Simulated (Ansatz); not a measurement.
# SiGe2: what a guessed cell relaxes into, part 1 of 2

Where does this trial cell of SiGe2 go when cell and atoms are let free?

Computed with Ansatz 0.2.0 (DFT PBE, scalar-relativistic, plane waves, PAW, unless a step's input says otherwise).

### Step 1. Starting point

Symmetry: P-3m1, No. 164, trigonal system. The conventional cell has a = 2.937 Å, b = 2.937 Å, c = 7.195 Å, α = 90.00°, β = 90.00°, γ = 120.00°. Si (site symmetry -3m) is surrounded by 6 Ge at 2.94 Å and 6 Si at 2.94 Å. Ge (site symmetry 3m) is surrounded by 3 Si at 2.94 Å and 9 Ge at 2.94 Å.

As a file:

```
Si Ge
1.0
     2.93741    0.00000    0.00000
    -1.46870    2.54387    0.00000
     0.00000    0.00000    7.19514
Si Ge
1 2
Direct
  0.00000 0.00000 0.50000
  0.66667 0.33333 0.83333
  0.33333 0.66667 0.16667
```

The start is an ordering of an alloy on its end members' structure types: elements ordered on the sites of the Pd type, Si/Ge on Pd (P-3m1, No. 164).

### Step 2. Probe: one point on a coarse mesh

File input.yaml:

```yaml
crystal:
  lattice:
    - [2.93740524, 0.0, 0.0]
    - [-1.46870262, 2.54386756, 0.0]
    - [0.0, 0.0, 7.19514401]
  atoms:
    - { symbol: Si, position: [0.0, 0.0, 0.5] }
    - { symbol: Ge, position: [0.66666667, 0.33333333, 0.83333333] }
    - { symbol: Ge, position: [0.33333333, 0.66666667, 0.16666667] }
basis:
  ecutwfc: 420
kpoints:
  mp_grid: { grid: [6, 6, 4] }
hamiltonian:
  xc: pbe
scf:
  occupations: { method: gaussian, width: 0.1 }
  lower_state_search: "off"
output:
  forces: true
  stress: true
  eigenvalues: true
```

Launch:

```console
> ansatz run input.yaml --threads 1 --pin off --max-ram 2560MiB --backend cpu --events-out ev --progress --plain --runs-dir out
```

Standard output (excerpt; [...] marks lines left out):

```text
[...]
SCF converged after 6 iterations
Free energy (F): -9224.184372 eV
[...]
E sigma→0 (E₀):  -9224.179096 eV
Entropy (-TS):   -0.010553 eV (-3.518 meV/atom)
Fermi energy:    10.694872 eV
[...]
--- Forces (eV/Å), atoms counted from 1 ---
  atom   1  Si     0.00000000     0.00000000     0.00000000
  atom   2  Ge     0.00000000    -0.00000000    -0.38155488
  atom   3  Ge     0.00000000     0.00000000     0.38155488
[...]
--- Stress (GPa, compression-positive) ---
        2.825213       0.000000      -0.000000
        0.000000       2.825213       0.000000
       -0.000000       0.000000       0.753505
  P = ⅓ Tr σ = 2.1346 GPa (21.346 kbar)
--- Band table (eV; the first three rows and the last of 24) ---
  k-point 0: bands = ["-14.1217", "-14.1194", "-14.1194", "-14.1192", "-14.1172", "-14.1172", "-14.0612", "-14.0612", "-14.0290", "-14.0290", "-2.7265", "-0.0619", "0.4644", "8.9330", "8.9734", "17.8389", "17.8389", "18.1143", "18.1143", "19.8880"]
[...]
```

It took 2.8 s on 1 thread of AMD EPYC, shared host; peak memory 0.38 GiB.

Read-out: pressure 2.1 GPa, largest force 0.38 eV/Å, gap on this mesh none (metal). The coarse relaxation is skipped.

### Step 3. Full relaxation

Changes to input.yaml since step 2:

```diff
@@ -12,3 +12,3 @@
 kpoints:
-  mp_grid: { grid: [6, 6, 4] }
+  mp_grid: { grid: [18, 18, 8] }
 hamiltonian:
@@ -17,3 +17,2 @@
   occupations: { method: gaussian, width: 0.1 }
-  lower_state_search: "off"
 output:
@@ -22 +21,10 @@
   eigenvalues: true
+  write_density: true
+  write_potential: true
+  elf: true
+  volumetric_format: npy
+relax:
+  adjacent_minimum: "off"
+  f_tol: 0.01
+  max_steps: 80
+  cell: { stress_tol: 0.05 }
```

Launch:

```console
> ansatz run input.yaml --threads 1 --pin off --max-ram 2560MiB --backend cpu --events-out ev --progress --plain --runs-dir out
```

Standard output:

```text
Warning: RAYON_NUM_THREADS=1 ignored (pool sized by the plan → 1); use --threads N
Engine: ansatz 0.2.0, x86_64-unknown-linux-gnu
Pseudopotentials: kind: paw
Pseudopotential: Si, paw, valence charge 4, recommended cutoff 420 eV (normal), Si.paw.azcp
Pseudopotential: Ge, paw, valence charge 14, recommended cutoff 420 eV (normal), Ge.paw.azcp
Functional definition: PBE
  parameter kappa = 0.804
  parameter beta = 0.06672455060314922
  exchange = pbe_x(kappa = kappa, mu = beta*pi^2/3)
  correlation = pbe_c(beta = beta)
Crystal: 3 atoms, lattice volume = 53.765 Å³
Basis set: ecut = 420 eV, 1033 PW (Γ), exchange–correlation on 40×40×100 points (8 copies of the dense FFT grid, shifted against one another)
Bands: 20, of which v1, the nominal top of the filled ones, is band 16 counted from 1 (15 counted from 0)
Symmetry: 12 space group operations
Space group: P-3m1 (ITA 164), of the structure as read, at distance tolerance 3.8e-5 Å
k-points: 266 of 2592
Non-local potential: Si, projectors of the file, l = 0: 2, l = 1: 2, l = 2: 2
Non-local potential: Ge, projectors of the file, l = 0: 2, l = 1: 2, l = 2: 3, l = 3: 1
PAW form: soft (Blöchl's): semilocal exchange-correlation on the pseudo side does not see the compensation charge
PAW one-centre angular grid: Si, 110 points (default); XC on 64 Gauss nodes
PAW one-centre angular grid: Ge, 590 points (default); XC on 64 Gauss nodes
Initial density: superposition of atomic densities (neutral atoms: chi_scale 0, normalization atom), corrected by the library's trained network
Initial wavefunctions: pseudopotential atomic-orbital guess
Functional: x = pbe(κ = 0.804, μ = 0.2195149727645171), c = pbe(β = 0.06672455060314922)
SCF iter   1: F=—  HF=-9224.374425 eV  |F-HF|=—  |Δ(HF+E_count)|=         —  Δρ=1.39e-3  dr2=6.17e-3  ethr=1.77e-3  ⟨swp⟩=5.2  Hψ=24279  notcnv=0
preconditioner: auto → Kerker (q_TF=auto, 2.502 Å⁻¹)  [metal: Δε(μ)=0.002 eV  Ē_g=20.351 eV  σ=0.100 eV  W_gap=0.01  n_scr=10 (ndim 8)  ℏωp=28.6 eV  f_vac=0.000  D(μ)=1.58/eV (n_scr^D=4)]
SCF iter   2: F=—  HF=-9224.373492 eV  |F-HF|=—  |Δ(HF+E_count)|=   9.33e-4  Δρ=8.36e-4  dr2=2.50e-3  ethr=1.93e-5  ⟨swp⟩=1.0  Hψ=7448  notcnv=0
SCF iter   3: F=—  HF=-9224.373261 eV  |F-HF|=—  |Δ(HF+E_count)|=   2.31e-4  Δρ=2.02e-4  dr2=2.25e-5  ethr=7.82e-6  ⟨swp⟩=1.9  Hψ=5925  notcnv=0
SCF iter   4: F=—  HF=-9224.373257 eV  |F-HF|=—  |Δ(HF+E_count)|=   4.01e-6  Δρ=1.11e-4  dr2=6.71e-6  ethr=7.03e-8  ⟨swp⟩=2.0  Hψ=9313  notcnv=0
SCF iter   5: F=—  HF=-9224.373257 eV  |F-HF|=—  |Δ(HF+E_count)|=   5.74e-7  Δρ=4.01e-5  dr2=1.60e-6  ethr=2.10e-8  ⟨swp⟩=1.3  Hψ=6627  notcnv=0
SCF iter   6: F=-9224.373257 eV  HF=-9224.373257 eV  |F-HF|=2.78e-8  |Δ(HF+E_count)|=   1.97e-7  Δρ=7.01e-6  dr2=5.85e-8  ethr=3.13e-10  ⟨swp⟩=7.3  Hψ=32497  notcnv=0
SCF 1 converged in 6 iterations: F = -9224.373257 eV  dr2 = 5.85e-8
relax step   1: F+E_penalty+E_count = -9224.37325652 eV  Δ(F+E_penalty+E_count) = +0.000e0 eV  max|allowed force component| = 4.399e-1 eV/Å  Δτ_max = 0.0000 Å  P = +0.704 GPa  Ω = 53.765 Å³  (6 SCF iters, dr2 threshold 1.00e-7 eV, accepted)
Crystal: 3 atoms, lattice volume = 54.591 Å³
Basis set: ecut = 420 eV, 1057 PW (Γ), exchange–correlation on 40×40×100 points (8 copies of the dense FFT grid, shifted against one another)
Initial density: handed on by an earlier stage of this run
Initial wavefunctions: those handed on with the density
iter 1 solved again at ethr=1.12e-4 eV; its pass at ethr=3.10e-3 eV (dr2=3.57e-2 eV) is discarded
SCF iter   1: F=—  HF=-9224.446649 eV  |F-HF|=—  |Δ(HF+E_count)|=         —  Δρ=5.40e-3  dr2=3.49e-2  ethr=1.12e-4  ⟨swp⟩=1.0  Hψ=30412  notcnv=0
preconditioner: auto → Kerker (q_TF=auto, 2.496 Å⁻¹)  [metal: Δε(μ)=0.014 eV  Ē_g=20.297 eV  σ=0.100 eV  W_gap=0.08  n_scr=10 (ndim 8)  ℏωp=28.4 eV  f_vac=0.000  D(μ)=1.68/eV (n_scr^D=4)]
SCF iter   2: F=—  HF=-9224.444205 eV  |F-HF|=—  |Δ(HF+E_count)|=   2.44e-3  Δρ=3.34e-3  dr2=1.48e-2  ethr=1.09e-4  ⟨swp⟩=1.0  Hψ=5320  notcnv=0
SCF iter   3: F=—  HF=-9224.442457 eV  |F-HF|=—  |Δ(HF+E_count)|=   1.75e-3  Δρ=5.03e-4  dr2=2.78e-4  ethr=4.64e-5  ⟨swp⟩=1.9  Hψ=5948  notcnv=0
SCF iter   4: F=—  HF=-9224.442472 eV  |F-HF|=—  |Δ(HF+E_count)|=   1.49e-5  Δρ=1.72e-4  dr2=1.73e-5  ethr=8.68e-7  ⟨swp⟩=2.9  Hψ=9636  notcnv=0
SCF iter   5: F=—  HF=-9224.442462 eV  |F-HF|=—  |Δ(HF+E_count)|=   1.00e-5  Δρ=6.61e-5  dr2=3.09e-6  ethr=5.41e-8  ⟨swp⟩=2.0  Hψ=9556  notcnv=0
SCF iter   6: F=—  HF=-9224.442461 eV  |F-HF|=—  |Δ(HF+E_count)|=   1.01e-6  Δρ=2.27e-5  dr2=4.14e-7  ethr=9.67e-9  ⟨swp⟩=2.0  Hψ=8578  notcnv=0
SCF iter   7: F=-9224.442461 eV  HF=-9224.442461 eV  |F-HF|=1.39e-9  |Δ(HF+E_count)|=   2.33e-8  Δρ=4.73e-6  dr2=1.75e-8  ethr=9.37e-10  ⟨swp⟩=8.1  Hψ=31152  notcnv=0
SCF 2 converged in 7 iterations: F = -9224.442461 eV  dr2 = 1.75e-8
relax step   2: F+E_penalty+E_count = -9224.44246092 eV  Δ(F+E_penalty+E_count) = -6.920e-2 eV  max|allowed force component| = 2.187e-1 eV/Å  Δτ_max = 0.1098 Å  P = -0.267 GPa  Ω = 54.591 Å³  energy of the carried Pulay correction = -1.689e-4 eV  (7 SCF iters, dr2 threshold 3.00e-7 eV, accepted)
Crystal: 3 atoms, lattice volume = 52.771 Å³
Basis set: ecut = 420 eV, 1031 PW (Γ), exchange–correlation on 40×40×100 points (8 copies of the dense FFT grid, shifted against one another)
iter 1 solved again at ethr=3.84e-4 eV; its pass at ethr=3.10e-3 eV (dr2=1.23e-1 eV) is discarded
SCF iter   1: F=—  HF=-9224.444888 eV  |F-HF|=—  |Δ(HF+E_count)|=         —  Δρ=9.85e-3  dr2=1.24e-1  ethr=3.84e-4  ⟨swp⟩=1.0  Hψ=31663  notcnv=0
preconditioner: auto → Kerker (q_TF=auto, 2.510 Å⁻¹)  [metal: Δε(μ)=0.026 eV  Ē_g=20.389 eV  σ=0.100 eV  W_gap=0.14  n_scr=10 (ndim 8)  ℏωp=28.9 eV  f_vac=0.000  D(μ)=1.01/eV (n_scr^D=4)]
SCF iter   2: F=—  HF=-9224.433543 eV  |F-HF|=—  |Δ(HF+E_count)|=   1.13e-2  Δρ=6.10e-3  dr2=5.18e-2  ethr=3.84e-4  ⟨swp⟩=1.0  Hψ=5320  notcnv=0
SCF iter   3: F=—  HF=-9224.426368 eV  |F-HF|=—  |Δ(HF+E_count)|=   7.18e-3  Δρ=9.75e-4  dr2=1.05e-3  ethr=1.62e-4  ⟨swp⟩=2.0  Hψ=6205  notcnv=0
SCF iter   4: F=—  HF=-9224.426296 eV  |F-HF|=—  |Δ(HF+E_count)|=   7.13e-5  Δρ=4.41e-4  dr2=1.27e-4  ethr=3.28e-6  ⟨swp⟩=2.0  Hψ=9504  notcnv=0
SCF iter   5: F=—  HF=-9224.426236 eV  |F-HF|=—  |Δ(HF+E_count)|=   6.05e-5  Δρ=1.68e-4  dr2=3.04e-5  ethr=3.97e-7  ⟨swp⟩=2.0  Hψ=9543  notcnv=0
SCF iter   6: F=—  HF=-9224.426232 eV  |F-HF|=—  |Δ(HF+E_count)|=   3.47e-6  Δρ=4.56e-5  dr2=1.36e-6  ethr=9.51e-8  ⟨swp⟩=2.6  Hψ=8515  notcnv=0
SCF iter   7: F=-9224.426232 eV  HF=-9224.426232 eV  |F-HF|=6.86e-9  |Δ(HF+E_count)|=   2.14e-7  Δρ=1.10e-5  dr2=7.72e-8  ethr=9.37e-10  ⟨swp⟩=9.4  Hψ=41941  notcnv=0
SCF 3 converged in 7 iterations: F = -9224.426232 eV  dr2 = 7.72e-8
relax step   3: F+E_penalty+E_count = -9224.42623248 eV  Δ(F+E_penalty+E_count) = +1.623e-2 eV  max|allowed force component| = 2.465e-1 eV/Å  Δτ_max = 0.1743 Å  P = +5.321 GPa  Ω = 52.771 Å³  energy of the carried Pulay correction = +2.067e-4 eV  (7 SCF iters, dr2 threshold 3.00e-7 eV, rejected (line search))
[... from here on, the SCF cycles and remarks between the steps are left out ...]
relax step   4: F+E_penalty+E_count = -9224.47073618 eV  Δ(F+E_penalty+E_count) = -2.828e-2 eV  max|allowed force component| = 4.220e-2 eV/Å  Δτ_max = 0.0953 Å  P = +0.050 GPa  Ω = 55.215 Å³  energy of the carried Pulay correction = -2.946e-4 eV  (10 SCF iters, accepted)
relax step   5: F+E_penalty+E_count = -9224.47230514 eV  Δ(F+E_penalty+E_count) = -1.569e-3 eV  max|allowed force component| = 3.882e-2 eV/Å  Δτ_max = 0.0191 Å  P = +0.155 GPa  Ω = 55.394 Å³  energy of the carried Pulay correction = -3.307e-4 eV  (6 SCF iters, dr2 threshold 1.11e-7 eV, accepted)
relax step   6: F+E_penalty+E_count = -9224.47546972 eV  Δ(F+E_penalty+E_count) = -3.165e-3 eV  max|allowed force component| = 6.230e-2 eV/Å  Δτ_max = 0.0220 Å  P = +0.243 GPa  Ω = 55.663 Å³  energy of the carried Pulay correction = -3.842e-4 eV  (6 SCF iters, dr2 threshold 1.56e-7 eV, accepted)
relax step   7: F+E_penalty+E_count = -9224.48411516 eV  Δ(F+E_penalty+E_count) = -8.645e-3 eV  max|allowed force component| = 8.933e-3 eV/Å  Δτ_max = 0.0457 Å  P = +0.450 GPa  Ω = 56.238 Å³  energy of the carried Pulay correction = -4.979e-4 eV  (6 SCF iters, dr2 threshold 3.00e-7 eV, accepted)
relax step   8: F+E_penalty+E_count = -9224.48405684 eV  Δ(F+E_penalty+E_count) = +5.832e-5 eV  max|allowed force component| = 4.099e-2 eV/Å  Δτ_max = 0.0225 Å  P = +0.160 GPa  Ω = 56.875 Å³  energy of the carried Pulay correction = -6.226e-4 eV  (5 SCF iters, dr2 threshold 3.00e-7 eV, accepted)
relax step   9: F+E_penalty+E_count = -9224.48513360 eV  Δ(F+E_penalty+E_count) = -1.077e-3 eV  max|allowed force component| = 1.473e-2 eV/Å  Δτ_max = 0.0080 Å  P = -0.077 GPa  Ω = 56.917 Å³  energy of the carried Pulay correction = -6.308e-4 eV  (5 SCF iters, dr2 threshold 3.00e-7 eV, accepted)
relax step  10: F+E_penalty+E_count = -9224.48543211 eV  Δ(F+E_penalty+E_count) = -2.985e-4 eV  max|allowed force component| = 4.241e-4 eV/Å  Δτ_max = 0.0155 Å  P = -0.006 GPa  Ω = 57.125 Å³  energy of the carried Pulay correction = -6.713e-4 eV  (6 SCF iters, dr2 threshold 5.22e-8 eV, accepted)
Basis set: ecut = 420 eV, 1079 PW (Γ), exchange–correlation on 48×48×96 points (8 copies of the dense FFT grid, shifted against one another)
Initial wavefunctions: pseudopotential atomic-orbital guess (no wavefunctions were taken with the density)
iter 1 solved again at ethr=1.28e-7 eV; its pass at ethr=3.10e-3 eV (dr2=4.09e-5 eV) is discarded
SCF iter   1: F=—  HF=-9224.478288 eV  |F-HF|=—  |Δ(HF+E_count)|=         —  Δρ=1.62e-3  dr2=3.66e-5  ethr=1.28e-7  ⟨swp⟩=2.4  Hψ=36895  notcnv=0
preconditioner: auto → Kerker (q_TF=auto, 2.477 Å⁻¹)  [metal: Δε(μ)=0.009 eV  Ē_g=20.159 eV  σ=0.100 eV  W_gap=0.05  n_scr=10 (ndim 8)  ℏωp=27.8 eV  f_vac=0.000  D(μ)=1.09/eV (n_scr^D=4)]
SCF iter   2: F=—  HF=-9224.484293 eV  |F-HF|=—  |Δ(HF+E_count)|=   6.01e-3  Δρ=8.22e-4  dr2=8.28e-6  ethr=1.14e-7  ⟨swp⟩=2.0  Hψ=6597  notcnv=0
SCF iter   3: F=—  HF=-9224.486287 eV  |F-HF|=—  |Δ(HF+E_count)|=   1.99e-3  Δρ=4.63e-5  dr2=7.29e-8  ethr=2.59e-8  ⟨swp⟩=2.0  Hψ=6327  notcnv=0
SCF iter   4: F=—  HF=-9224.486293 eV  |F-HF|=—  |Δ(HF+E_count)|=   5.51e-6  Δρ=2.66e-6  dr2=1.41e-8  ethr=2.28e-10  ⟨swp⟩=2.3  Hψ=6738  notcnv=0
SCF iter   5: F=—  HF=-9224.486293 eV  |F-HF|=—  |Δ(HF+E_count)|=  8.35e-10  Δρ=1.57e-6  dr2=5.56e-9  ethr=4.41e-11  ⟨swp⟩=2.0  Hψ=7999  notcnv=0
SCF iter   6: F=—  HF=-9224.486293 eV  |F-HF|=—  |Δ(HF+E_count)|=  3.77e-10  Δρ=7.24e-7  dr2=1.19e-9  ethr=1.74e-11  ⟨swp⟩=2.2  Hψ=6729  notcnv=0
SCF iter   7: F=—  HF=-9224.486293 eV  |F-HF|=—  |Δ(HF+E_count)|=  1.46e-11  Δρ=2.87e-7  dr2=1.70e-10  ethr=3.71e-12  ⟨swp⟩=2.0  Hψ=6658  notcnv=0
SCF iter   8: F=-9224.486293 eV  HF=-9224.486293 eV  |F-HF|=1.46e-11  |Δ(HF+E_count)|=  1.09e-11  Δρ=1.08e-7  dr2=2.22e-11  ethr=1.00e-12  ⟨swp⟩=5.5  Hψ=20810  notcnv=0
SCF 11 converged in 8 iterations: F = -9224.486293 eV  dr2 = 2.22e-11
relax step  11: F+E_penalty+E_count = -9224.48629282 eV  Δ(F+E_penalty+E_count) = -8.607e-4 eV  max|allowed force component| = 5.373e-4 eV/Å  Δτ_max = 0.0000 Å  P = +0.011 GPa  Ω = 57.125 Å³  stress off target by 1.35e-2 GPa  SCF on the basis re-selected at this cell (its energy is not comparable with the rows above)  (8 SCF iters)
basis re-selected at this cell: Δ(F+E_penalty+E_count) = -8.607e-4 eV, ΔP = +0.017 GPa vs the last step (what re-selecting the basis moved, of the pressure what is left beyond the Pulay correction that the steps carried, after the strain that the cell walked since its last selection, with what the two solves' SCF thresholds leave and, on support functions, any second-order correction that the steps lacked; it is no measure of the basis error at this ecutwfc). The dense FFT grid was sized anew with the basis: this SCF ran on 24×24×48 points, the steps before it on 20×20×50, so part of this shift can come from that change (see relax.cell in the input reference). This SCF's stress stands 1.35e-2 GPa from its target on what of the cell is left free (relax.cell.stress_tol is 5.00e-2 GPa) and its largest allowed force component is 5.37e-4 eV/Å (relax.f_tol is 1.00e-2 eV/Å): within both
SCF converged after 8 iterations
Free energy (F): -9224.486293 eV
Harris-Foulkes:  -9224.486293 eV  (|F-HF|=1.46e-11)
Internal energy: -9224.480845 eV  (E = F + TS)
E sigma→0 (E₀):  -9224.483569 eV
Entropy (-TS):   -0.005448 eV (-1.816 meV/atom)
Fermi energy:    9.677211 eV
--- Per-component energies (eV) ---
  E_band       = -246.486228
  E_kinetic    = 259.357238
  E_local      = -4773.825652  (includes V_loc(G=0)·N_el)
  E_nonlocal   = 855.268796
  E_hartree    = 2100.676033
  E_xc         = -206.314194
  E_vxc        = -175.590569  (∫ρ·V_xc dr)
  E_paw        = -4543.870622  (= ΣΔE_a)
  E_vpaw       = -613.048651  (= ΣTr[D̂ρ^β])
  E_aug_tail   = 0.000591  (compensation charges beyond the density's cutoff)
  E_ewald      = -2915.773034
  E_smearing   = -0.005448  (= −TS)
  E_closure    = 0.000000  (closes the sum)
  Σ components = -9224.486293   (vs F -9224.486293, Δ=0.00e0)
--- Forces (eV/Å), atoms counted from 1 ---
  atom   1  Si     0.00000000    -0.00000000     0.00000000
  atom   2  Ge    -0.00000000    -0.00000000    -0.00053734
  atom   3  Ge     0.00000000     0.00000000     0.00053734
  max |Σ_I F_I| component: 1.85e-17 eV/Å
--- Stress (GPa, compression-positive) ---
        0.013496      -0.000000      -0.000000
        0.000000       0.013496      -0.000000
       -0.000000      -0.000000       0.004741
  P = ⅓ Tr σ = 0.0106 GPa (0.106 kbar)
--- Band table (eV; the first three rows and the last of 266) ---
  k-point 0: bands = ["-14.9902", "-14.9902", "-14.9899", "-14.9899", "-14.9770", "-14.9698", "-14.9322", "-14.9322", "-14.9275", "-14.9275", "-3.5117", "-1.2887", "1.2036", "8.0567", "10.0079", "15.0972", "15.0972", "16.0721", "16.0721", "18.0610"]
  k-point 1: bands = ["-14.9902", "-14.9902", "-14.9899", "-14.9899", "-14.9768", "-14.9701", "-14.9322", "-14.9322", "-14.9276", "-14.9276", "-3.4849", "-1.4149", "1.4190", "7.3977", "10.7515", "15.0931", "15.0931", "16.1005", "16.1005", "17.9984"]
  k-point 2: bands = ["-14.9902", "-14.9902", "-14.9899", "-14.9899", "-14.9761", "-14.9707", "-14.9321", "-14.9321", "-14.9277", "-14.9277", "-3.4124", "-1.6845", "1.9515", "6.3322", "12.0730", "15.0836", "15.0836", "16.1739", "16.1739", "17.8478"]
  k-point 265: bands = ["-14.9667", "-14.9622", "-14.9593", "-14.9593", "-14.9549", "-14.9545", "-14.9545", "-14.9489", "-14.9225", "-14.9225", "2.9777", "2.9777", "3.3369", "5.8575", "5.8575", "5.8973", "9.8426", "9.8426", "10.5804", "12.1400"]
--- Relaxed structure (10 steps of the walk, 9 accepted, 1 SCFs on fresh bases) ---
  F+E_penalty+E_count = -9224.48629282 eV   max|allowed force component| = 5.373e-4 eV/Å   (the final SCF, on the basis selected at the relaxed cell)
  cell:  # Å, volume = 57.1253 Å³
    - [3.0450781608024076, 2.797940698838976e-33, -1.5188820936554445e-32]
    - [-1.5225390804012038, 2.6371150437640805, 2.3863436021628807e-18]
    - [3.720486110394352e-32, 6.749598976022033e-18, 7.113785244757566]
  atoms:
    - { symbol: Si, position: [1.0592614694129797e-33, 2.6963019221421302e-33, 0.5] }
    - { symbol: Ge, position: [0.6666666666666666, 0.3333333333333333, 0.7886094331966503] }
    - { symbol: Ge, position: [0.3333333333333333, 0.6666666666666666, 0.21139056680334964] }
```

Run time: 6 min. Hardware: 1 thread of AMD EPYC, shared host; peak memory 0.61 GiB.

Step by step:

```
step  E - E(step 1) (eV/cell)  largest force component (eV/Å)  pressure (GPa)  volume (Å³)
   1                   0.0000                          0.4399            0.70        53.76
   2                  -0.0692                          0.2187           -0.27        54.59
   3                  -0.0530                          0.2465            5.32        52.77
   4                  -0.0975                          0.0422            0.05        55.21
   5                  -0.0990                          0.0388            0.15        55.39
   6                  -0.1022                          0.0623            0.24        55.66
   7                  -0.1109                          0.0089            0.45        56.24
   8                  -0.1108                          0.0410            0.16        56.87
   9                  -0.1119                          0.0147           -0.08        56.92
  10                  -0.1122                          0.0004           -0.01        57.13
  11                  -0.1130                          0.0005            0.01        57.13
```

Step 1 is the start. Step 11 repeats the geometry before it on a plane-wave basis chosen anew for that cell, so its energy need not be comparable with the rows above. Step 3 was tried and not accepted.

|  | before | after | change |
| --- | --- | --- | --- |
| a (Å) | 2.937 | 3.045 | +3.7 % |
| b (Å) | 2.937 | 3.045 | +3.7 % |
| c (Å) | 7.195 | 7.114 | -1.1 % |
| volume (Å³/atom) | 17.92 | 19.04 | +6.3 % |
| shortest distance (Å) | 2.937 | 2.703 | -8.0 % |
| space group (0.01 Å) | P-3m1 | P-3m1 | same |

The run keeps the 12 symmetry operations of the start, so it could not have lowered the symmetry.

Density in a lattice plane of the grid's cell (edges 3.05 and 7.11 Å, at 0.000 of the third edge), which holds Si.

Ten even steps from ' ' (0.04 e/Å³) to '@' (0.52 e/Å³):
```
      ..........    
    ..::------::..  
....::==**##**==::..
..::--++%%@@%%++--::
::::--++##%%##++--::
------==++++++==----
++++====------====++
####**==--::--==**##
--==**++--::--++**==
  ::++**------**++::
--==**++--::--++**==
####**==--::--==**##
++++====------====++
------==++++++==----
::::--++##%%##++--::
..::--++%%@@%%++--::
....::==**##**==::..
    ..::------::..  
      ..........    
          ..        
```
Columns run along the first of these edges and rows up along the second, over one cell in 10 and 20 even steps from the bottom left corner. Atoms in the plane (fractional): Si at (0.00, 0.50).

ELF in the same plane.

Ten even steps from ' ' (0.05) to '@' (0.74):
```
    ..::--==--::..  
....--++******++--..
..::==**********==::
::--==++++++++++==--
::--==============--
++++++++======++++++
%%%%##**++==++**##%%
%%@@@@%%++==++%%@@@@
++**%%@@**==**@@%%**
@@****@@**==**@@****
++**%%@@**==**@@%%**
%%@@@@%%++==++%%@@@@
%%%%##**++==++**##%%
++++++++======++++++
::--==============--
::--==++++++++++==--
..::==**********==::
....--++******++--..
    ..::--==--::..  
        ......      
```
Columns run along the first of these edges and rows up along the second, over one cell in 10 and 20 even steps from the bottom left corner. Atoms in the plane (fractional): Si at (0.00, 0.50).

Both are smooth fields of the valence electrons: close to the nuclei they are not physical.

Maxima of ELF outside the ion cores: 0.77 on the Si–Ge line, 0.9 Å from Si; 0.57 beside Ge, off the lines to its neighbours, 1.1 Å from Ge.

(Continued in part 2 of 2.)
